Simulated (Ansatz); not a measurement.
# CuO (P4/mmm) in Ansatz: reference runs

Aim: a first look at CuO with PBE, on the cell as given and on a disturbed one.

Program: Ansatz 0.2.0. These are calculated values, not measurements. Logs are shortened: lines on timing, memory, paths and dates and some standing lists are left out, and cuts for length are marked.

## (1) The structure

It takes space group P4/mmm (No. 123, tetragonal). Conventional cell: a = 4.161 Å, b = 4.161 Å, c = 3.888 Å, α = 90.00°, β = 90.00°, γ = 90.00°. Cu (site symmetry mmm) has 4 O at 1.94 to 2.08 Å as nearest neighbours. Cu (site symmetry 4/mmm) is surrounded by 6 O at 1.94 to 2.08 Å. Around O (site symmetry 4/mmm) lie 6 Cu at 1.94 to 2.08 Å. Around O (site symmetry mmm) lie 4 Cu at 1.94 to 2.08 Å.

Measurements of this composition are mostly on another form, of space group No. 15.

## (2) Single point, PBE

File input.yaml:

```yaml
crystal:
  lattice:
    - [4.160937, 0.0, 0.0]
    - [0.0, 4.160937, 0.0]
    - [0.0, 0.0, 3.887643]
  atoms:
    - { symbol: Cu, position: [0.5, 0.0, 0.5] }
    - { symbol: Cu, position: [0.0, 0.5, 0.5] }
    - { symbol: Cu, position: [0.0, 0.0, 0.0] }
    - { symbol: O, position: [0.0, 0.0, 0.5] }
    - { symbol: O, position: [0.5, 0.0, 0.0] }
    - { symbol: O, position: [0.0, 0.5, 0.0] }
hamiltonian:
  xc: pbe
  pseudopotentials: { kind: paw }
kpoints:
  mp_grid: { grid: [7, 7, 7] }
scf:
  occupations: { method: fermi_dirac, width: 0.05 }
output:
  forces: true
  stress: true
  eigenvalues: true
```

Potentials or basis: Ansatz PAW.

Started as:

```sh
$ ansatz run input.yaml --threads 2 --pin off --max-ram 5120MiB --backend cpu --events-out ev --progress --plain --runs-dir out
```

Output:

```text
Warning: RAYON_NUM_THREADS=2 ignored (pool sized by the plan → 2); use --threads N
Engine: ansatz 0.2.0, x86_64-unknown-linux-gnu
Pseudopotentials: kind: paw
Pseudopotential: Cu, paw, valence charge 19, recommended cutoff 420 eV (normal), Cu.paw.azcp
Pseudopotential: O, paw, valence charge 6, recommended cutoff 420 eV (normal), O.paw.azcp
Functional definition: PBE
  parameter kappa = 0.804
  parameter beta = 0.06672455060314922
  exchange = pbe_x(kappa = kappa, mu = beta*pi^2/3)
  correlation = pbe_c(beta = beta)
Crystal: 6 atoms, lattice volume = 67.308 Å³
Basis set: ecut = 420 eV, 1309 PW (Γ), exchange–correlation on 60×60×54 points (8 copies of the dense FFT grid, shifted against one another)
Bands: 45, of which v1, the nominal top of the filled ones, is band 38 counted from 1 (37 counted from 0)
Symmetry: 16 space group operations
Space group: P4/mmm (ITA 123), of the structure as read, at distance tolerance 4.1e-5 Å
k-points: 40 of 343
Non-local potential: Cu, projectors of the file, l = 0: 3, l = 1: 2, l = 2: 3, l = 3: 1
Non-local potential: O, projectors of the file, l = 0: 2, l = 1: 2, l = 2: 1
PAW form: soft (Blöchl's): semilocal exchange-correlation on the pseudo side does not see the compensation charge
PAW one-centre angular grid: Cu, 590 points (default); XC on 64 Gauss nodes
PAW one-centre angular grid: O, 110 points (default); XC on 64 Gauss nodes
Initial density: superposition of atomic densities (neutral atoms: chi_scale 0, normalization atom), corrected by the library's trained network
Initial wavefunctions: pseudopotential atomic-orbital guess
Functional: x = pbe(κ = 0.804, μ = 0.2195149727645171), c = pbe(β = 0.06672455060314922)
SCF iter   1: F=—  HF=-21572.179110 eV  |F-HF|=—  |Δ(HF+E_count)|=         —  Δρ=7.13e-3  dr2=2.94e-2  ethr=1.77e-3  ⟨swp⟩=6.1  Hψ=6403  notcnv=0  defer=5
preconditioner: auto → LDOS  [metal: Δε(μ)=0.016 eV  Ē_g=11.036 eV  σ=0.050 eV  W_gap=0.08  n_scr=26 (ndim 8)  ℏωp=32.3 eV  f_vac=0.127  D(μ)=3.55/eV (n_scr^D=30)  β→1.0]
SCF iter   2: F=—  HF=-21572.177682 eV  |F-HF|=—  |Δ(HF+E_count)|=   1.43e-3  Δρ=2.45e-3  dr2=2.02e-3  ethr=3.92e-5  ⟨swp⟩=2.0  Hψ=3042  notcnv=0  defer=65
SCF iter   3: F=—  HF=-21572.178752 eV  |F-HF|=—  |Δ(HF+E_count)|=   1.07e-3  Δρ=3.48e-3  dr2=4.73e-3  ethr=2.69e-6  ⟨swp⟩=2.0  Hψ=3362  notcnv=0  defer=65
SCF iter   4: F=—  HF=-21572.177550 eV  |F-HF|=—  |Δ(HF+E_count)|=   1.20e-3  Δρ=4.28e-4  dr2=1.10e-4  ethr=2.69e-6  ⟨swp⟩=2.0  Hψ=3107  notcnv=0  defer=65
SCF iter   5: F=—  HF=-21572.177550 eV  |F-HF|=—  |Δ(HF+E_count)|=   3.80e-7  Δρ=1.36e-4  dr2=9.66e-6  ethr=1.47e-7  ⟨swp⟩=2.4  Hψ=2494  notcnv=0  defer=65
SCF iter   6: F=—  HF=-21572.177472 eV  |F-HF|=—  |Δ(HF+E_count)|=   7.79e-5  Δρ=3.77e-5  dr2=8.27e-7  ethr=1.29e-8  ⟨swp⟩=2.1  Hψ=2779  notcnv=0  defer=65
SCF iter   7: F=—  HF=-21572.177472 eV  |F-HF|=—  |Δ(HF+E_count)|=   3.33e-8  Δρ=2.22e-5  dr2=2.51e-7  ethr=1.10e-9  ⟨swp⟩=1.2  Hψ=1753  notcnv=0  defer=65
SCF iter   8: F=-21572.177472 eV  HF=-21572.177472 eV  |F-HF|=9.58e-8  |Δ(HF+E_count)|=   1.11e-8  Δρ=1.32e-5  dr2=8.33e-8  ethr=1.33e-10  ⟨swp⟩=8.8  Hψ=6720  notcnv=0
SCF 1 converged in 8 iterations: F = -21572.177472 eV  dr2 = 8.33e-8
SCF converged after 8 iterations
Free energy (F): -21572.177472 eV
Harris-Foulkes:  -21572.177472 eV  (|F-HF|=9.58e-8)
Internal energy: -21572.147176 eV  (E = F + TS)
E sigma→0 (E₀):  -21572.162324 eV
Entropy (-TS):   -0.030296 eV (-5.049 meV/atom)
Fermi energy:    10.034730 eV
--- Per-component energies (eV) ---
  E_band       = -1416.750312
  E_kinetic    = 1411.841403
  E_local      = -16077.891157  (includes V_loc(G=0)·N_el)
  E_nonlocal   = 1322.754172
  E_hartree    = 7005.221272
  E_xc         = -484.137256
  E_vxc        = -621.372740  (∫ρ·V_xc dr)
  E_paw        = -5463.103768  (= ΣΔE_a)
  E_vpaw       = -1462.512780  (= ΣTr[D̂ρ^β])
  E_aug_tail   = 0.008043  (compensation charges beyond the density's cutoff)
  E_ewald      = -9286.839884
  E_smearing   = -0.030296  (= −TS)
  E_closure    = -0.000000  (closes the sum)
  Σ components = -21572.177472   (vs F -21572.177472, Δ=0.00e0)
--- Forces (eV/Å), atoms counted from 1 ---
  atom   1  Cu     0.00000000    -0.00000000    -0.00000000
  atom   2  Cu    -0.00000000     0.00000000     0.00000000
  atom   3  Cu     0.00000000     0.00000000     0.00000000
  atom   4  O     -0.00000000     0.00000000     0.00000000
  atom   5  O      0.00000000    -0.00000000     0.00000000
  atom   6  O      0.00000000     0.00000000     0.00000000
  max |Σ_I F_I| component: 3.54e-28 eV/Å
--- Stress (GPa, compression-positive) ---
        2.092412       0.000000       0.000000
        0.000000       2.092412       0.000000
        0.000000       0.000000       1.076754
  P = ⅓ Tr σ = 1.7539 GPa (17.539 kbar)
--- Band table (eV; the first three rows and the last of 40) ---
  k-point 0: bands = ["-102.5988", "-102.0956", "-102.0946", "-60.0399", "-59.9352", "-59.9352", "-59.6154", "-59.6142", "-59.5304", "-59.5304", "-59.2979", "-59.2979", "-9.8017", "-7.7704", "-7.3428", "4.0932", "4.2440", "4.2440", "6.7369", "6.7369", "6.7958", "7.0632", "7.1514", "7.1522", "7.2281", "7.2281", "7.6971", "7.7191", "7.7766", "8.0038", "8.0038", "8.2487", "8.2820", "8.2820", "8.5104", "8.5592", "8.5592", "8.5674", "8.6586", "11.3186", "16.0924", "17.5369", "18.8005", "18.8005", "21.1385"]
  k-point 1: bands = ["-102.5988", "-102.0956", "-102.0946", "-60.0399", "-59.9351", "-59.9351", "-59.6155", "-59.6143", "-59.5304", "-59.5304", "-59.2979", "-59.2979", "-9.7339", "-7.7790", "-7.3019", "3.8207", "4.2659", "4.2659", "6.1105", "6.1401", "6.2679", "6.2679", "7.0951", "7.1872", "7.5841", "7.5841", "7.7461", "7.7774", "7.7774", "7.8093", "8.2340", "8.2683", "8.3506", "8.3506", "8.5106", "8.8106", "8.9492", "8.9492", "9.0544", "12.0055", "16.4148", "17.9672", "18.5838", "18.5838", "20.3410"]
  k-point 2: bands = ["-102.5988", "-102.0956", "-102.0946", "-60.0399", "-59.9350", "-59.9350", "-59.6156", "-59.6143", "-59.5305", "-59.5305", "-59.2979", "-59.2979", "-9.5684", "-7.8113", "-7.2075", "3.3750", "4.3379", "4.3379", "4.8912", "5.1636", "5.6992", "5.6992", "7.1812", "7.2264", "7.3276", "7.3276", "7.6630", "7.8763", "8.0807", "8.0807", "8.1945", "8.5110", "8.6168", "8.6168", "8.6697", "9.0753", "9.4615", "9.4615", "9.6843", "13.4616", "17.0711", "18.1085", "18.1085", "19.1014", "19.5628"]
  k-point 39: bands = ["-102.5988", "-102.0951", "-102.0951", "-60.0401", "-59.9353", "-59.9353", "-59.6148", "-59.6148", "-59.5357", "-59.5251", "-59.3028", "-59.2931", "-9.1950", "-7.3945", "-7.3567", "2.1826", "2.7518", "2.7602", "4.6961", "4.7697", "4.7736", "4.9883", "5.3206", "7.4495", "7.7375", "7.7874", "7.9619", "8.0225", "8.0254", "8.1848", "8.6247", "8.8338", "8.9728", "9.5694", "10.1174", "11.0472", "11.0962", "11.1541", "11.1814", "12.2836", "16.8741", "18.0963", "18.1718", "19.1213", "19.1387"]
```

It took 1.6 s on 2 threads of Intel Xeon 6975P-C (Granite Rapids), shared host; peak memory 0.43 GiB.

Results:

```yaml
Free_energy: -21572.1775 eV
Pressure: 1.8 GPa
Band_gap_on_the_k_mesh: none (metal or under the smearing width)
```

Stress tensor (GPa, compression positive):
```
2.09 0.00 0.00
0.00 2.09 0.00
0.00 0.00 1.08
```

Levels at points of the mesh, in eV from the Fermi level:
```
           k point  band 35  band 36  band 37  band 38  band 39  band 40  band 41  band 42
(0.00, 0.00, 0.00)    -1.52    -1.48    -1.48    -1.47    -1.38     1.28     6.06     7.50
```

Caveat: the pressure holds a Pulay correction of +0.7 GPa for the finite cutoff; an odd number of electrons without spin polarisation forces a metal; a magnetic or distorted state may lie lower; the run has no spin polarisation, though such a crystal can be magnetic; semilocal functionals often make such compounds metallic where correlation or magnetic order opens a gap, which also shifts bond lengths. With open d or f shells a metallic result of PBE can be an artefact of self-interaction; +U or a hybrid may open a gap.

## (3) Single point, PBE (atoms moved at random, drawn with an rms of 0.05 Å)

File input.yaml:

```yaml
crystal:
  lattice:
    - [4.160937, 0.0, 0.0]
    - [0.0, 4.160937, 0.0]
    - [0.0, 0.0, 3.887643]
  atoms:
    - { symbol: Cu, position: [0.50463, 0.005465, 0.489061] }
    - { symbol: Cu, position: [-0.001276, 0.499507, 0.493658] }
    - { symbol: Cu, position: [0.01083, -0.004423, 8.4e-05] }
    - { symbol: O, position: [0.003459, -0.005174, 0.502268] }
    - { symbol: O, position: [0.504477, -0.006395, -0.000721] }
    - { symbol: O, position: [1.7e-05, 0.495809, 0.009119] }
hamiltonian:
  xc: pbe
  pseudopotentials: { kind: paw }
kpoints:
  mp_grid: { grid: [7, 7, 7] }
scf:
  occupations: { method: fermi_dirac, width: 0.05 }
output:
  forces: true
  stress: true
  eigenvalues: true
```

Potentials or basis: Ansatz PAW.

Started as:

```sh
$ ansatz run input.yaml --threads 2 --pin off --max-ram 5120MiB --backend cpu --events-out ev --progress --plain --runs-dir out
```

Output:

```text
Warning: RAYON_NUM_THREADS=2 ignored (pool sized by the plan → 2); use --threads N
Engine: ansatz 0.2.0, x86_64-unknown-linux-gnu
Pseudopotentials: kind: paw
Pseudopotential: Cu, paw, valence charge 19, recommended cutoff 420 eV (normal), Cu.paw.azcp
Pseudopotential: O, paw, valence charge 6, recommended cutoff 420 eV (normal), O.paw.azcp
Functional definition: PBE
  parameter kappa = 0.804
  parameter beta = 0.06672455060314922
  exchange = pbe_x(kappa = kappa, mu = beta*pi^2/3)
  correlation = pbe_c(beta = beta)
Crystal: 6 atoms, lattice volume = 67.308 Å³
Basis set: ecut = 420 eV, 1309 PW (Γ), exchange–correlation on 60×60×54 points (8 copies of the dense FFT grid, shifted against one another)
[... 43 lines left out ...]
  E_closure    = -0.000000  (closes the sum)
  Σ components = -21572.138416   (vs F -21572.138416, Δ=0.00e0)
--- Forces (eV/Å), atoms counted from 1 ---
  atom   1  Cu     0.01480932    -0.02947094     0.54599399
  atom   2  Cu    -0.01147461    -0.14101587     0.76481209
  atom   3  Cu    -0.18517211     0.01067343     0.00732674
  atom   4  O      0.03202099     0.10537269    -0.12071185
  atom   5  O      0.09858364     0.05865436    -0.44560185
  atom   6  O      0.05123793    -0.00422101    -0.75182127
  max |Σ_I F_I| component: 7.33e-6 eV/Å
--- Stress (GPa, compression-positive) ---
        2.189872       0.008868       0.004349
        0.008868       2.176828       0.085328
        0.004349       0.085328       1.976662
  P = ⅓ Tr σ = 2.1145 GPa (21.145 kbar)
--- Band table (eV; the first three rows and the last of 172) ---
  k-point 0: bands = ["-102.5964", "-102.1048", "-102.0944", "-60.0371", "-59.9344", "-59.9319", "-59.6290", "-59.6165", "-59.5379", "-59.5279", "-59.3051", "-59.2969", "-9.7954", "-7.7794", "-7.3550", "4.0961", "4.2420", "4.2468", "6.6528", "6.6806", "6.7798", "7.0158", "7.0546", "7.2198", "7.2506", "7.2748", "7.7256", "7.7471", "7.7699", "7.9550", "7.9986", "8.2448", "8.2782", "8.2936", "8.5071", "8.5294", "8.6237", "8.6357", "8.6974", "11.3181", "16.0890", "17.5198", "18.8058", "18.8096", "21.1096"]
  k-point 1: bands = ["-102.5964", "-102.1048", "-102.0944", "-60.0371", "-59.9343", "-59.9319", "-59.6291", "-59.6165", "-59.5380", "-59.5280", "-59.3051", "-59.2969", "-9.7275", "-7.7884", "-7.3143", "3.8234", "4.2639", "4.2693", "6.0664", "6.1019", "6.2522", "6.2776", "7.0925", "7.1863", "7.5595", "7.5795", "7.7068", "7.7137", "7.8133", "7.8590", "8.2369", "8.2822", "8.3580", "8.3758", "8.5094", "8.8088", "8.9415", "8.9743", "9.1012", "12.0043", "16.4111", "17.9440", "18.5898", "18.5976", "20.3396"]
  k-point 2: bands = ["-102.5964", "-102.1048", "-102.0944", "-60.0371", "-59.9343", "-59.9318", "-59.6291", "-59.6166", "-59.5380", "-59.5280", "-59.3051", "-59.2969", "-9.5613", "-7.8218", "-7.2203", "3.3778", "4.3361", "4.3410", "4.8825", "5.1491", "5.6849", "5.6925", "7.1721", "7.2209", "7.2970", "7.3215", "7.6714", "7.8749", "8.0672", "8.0775", "8.2122", "8.5102", "8.6181", "8.6301", "8.6807", "9.0869", "9.4540", "9.4712", "9.7028", "13.4557", "17.0657", "18.1134", "18.1183", "19.0716", "19.5765"]
  k-point 171: bands = ["-102.5964", "-102.1048", "-102.0945", "-60.0371", "-59.9343", "-59.9319", "-59.6290", "-59.6166", "-59.5385", "-59.5275", "-59.3058", "-59.2965", "-9.5099", "-7.6200", "-7.5221", "3.4899", "3.7517", "4.1492", "4.8573", "5.4374", "5.7851", "6.1499", "6.2705", "7.3465", "7.3795", "7.7451", "7.8300", "7.9231", "8.0109", "8.1035", "8.1552", "8.3392", "8.5687", "8.8339", "8.9494", "9.1113", "9.2177", "9.8514", "9.9501", "13.7295", "14.8319", "17.6594", "18.7533", "20.7477", "21.3678"]
```

Run time: 12 s. Hardware: 2 threads of Intel Xeon 6975P-C (Granite Rapids), shared host; peak memory 0.66 GiB.

What came out:

```yaml
Free_energy: -21572.1384 eV
Pressure: 2.1 GPa
Largest_force: 0.778 eV/Å
Band_gap_on_the_k_mesh: none (metal or under the smearing width)
```

Forces in eV/Å, atoms in the order of the input:
```
Cu   0.015 -0.029  0.546
Cu  -0.011 -0.141  0.765
Cu  -0.185  0.011  0.007
O    0.032  0.105 -0.121
O    0.099  0.059 -0.446
O    0.051 -0.004 -0.752
```

Caveat: the pressure holds a Pulay correction of +0.7 GPa for the finite cutoff; an odd number of electrons without spin polarisation forces a metal; a magnetic or distorted state may lie lower; the run has no spin polarisation, though such a crystal can be magnetic; semilocal functionals often make such compounds metallic where correlation or magnetic order opens a gap, which also shifts bond lengths.
